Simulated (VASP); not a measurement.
GaSb:

```
CELL_PARAMETERS angstrom
0.00000 3.05900 3.05900
3.05900 0.00000 3.05900
3.05900 3.05900 0.00000
ATOMIC_POSITIONS crystal
Sb 0.75000 0.75000 0.75000
Ga 0.00000 0.00000 0.00000
```

| Item | Value |
| --- | --- |
| Program | VASP 6.6.1 |
| Task | relaxation of cell and atoms |
| Functional | RPBE |
| Potentials or basis | VASP PAW PBE potentials, release 64 (Sb, Ga_d) |
| Cutoff | 600 eV |
| k mesh | 8 × 8 × 8 |
| Occupations | fermi-dirac, width 0.05 eV |
| Spin | no spin polarisation |

At the start: pressure 4.0 GPa; volume 28.62 Å³/atom.

Q: Where does the relaxation end?

A: Over 5 steps the energy falls by 27.9 meV/atom and the volume is 31.02 Å³/atom (+8.4 %); space group F-43m (No. 216, to 0.05 Å).

Step by step:
| step | energy change (eV) | largest force (eV/Å) | pressure (GPa) | volume (Å³) |
| --- | --- | --- | --- | --- |
| 1 | 0.0000 | 0.0000 | 3.95 | 57.25 |
| 2 | -0.0532 | 0.0000 | -0.68 | 63.30 |
| 3 | -0.0559 | 0.0000 | -0.07 | 62.13 |
| 4 | -0.0559 | 0.0000 | 0.11 | 62.03 |
| 5 | -0.0559 | 0.0000 | 0.03 | 62.04 |

Final structure:
```cif
data_structure
_symmetry_space_group_name_H-M 'P 1'
_symmetry_Int_Tables_number 1
_cell_length_a 4.4435
_cell_length_b 4.4435
_cell_length_c 4.4435
_cell_angle_alpha 60.000
_cell_angle_beta 60.000
_cell_angle_gamma 60.000
_cell_volume 62.04
loop_
_atom_site_label
_atom_site_type_symbol
_atom_site_fract_x
_atom_site_fract_y
_atom_site_fract_z
_atom_site_occupancy
Sb1 Sb 0.75000 0.75000 0.75000 1
Ga1 Ga 0.00000 0.00000 0.00000 1
```

Caveat: the PAW data sets were made with another functional, which shifts forces and pressure a little.
